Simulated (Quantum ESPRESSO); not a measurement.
Runs of Quantum ESPRESSO 7.5 on MoS. The cell holds a slab with vacuum, 4 atoms: a = 3.184 Å, b = 3.184 Å, c = 32.335 Å, α = 90.00°, β = 90.00°, γ = 120.00°. 

```tsv
level	form of the LDA correlation	gap on the mesh (eV)	largest force (eV/Å)	work function (eV)
PBEsol	-	none	1.11	4.33
BLYP	-	none	0.39	3.91
AM05	-	none	1.15	4.21
revPBE	-	none	(b)	4.09
LDA	PZ81	none	(a)	4.54
rev-vdW-DF2	-	none	0.76	4.48
RPBE	-	none	0.69	4.08
```

Alike in all rows: task work function; potentials or basis SG15 PBE 1.2; no spin polarisation; cell as given; k mesh 10 × 10 × 1; cutoff (eV) 952; smearing fermi-dirac 0.05 eV.

**Question.** Fill in the values left out.

**Answer.** (a) 1.24; (b) 0.73.

Caveats: the potentials were made for another functional, which shifts forces and pressure.

A k mesh can miss the band edges, and the runs leave out spin-orbit coupling on Mo.

A gap of «none» marks a metal or a gap under the smearing width.

Runs at the PBE level aren't shown here.
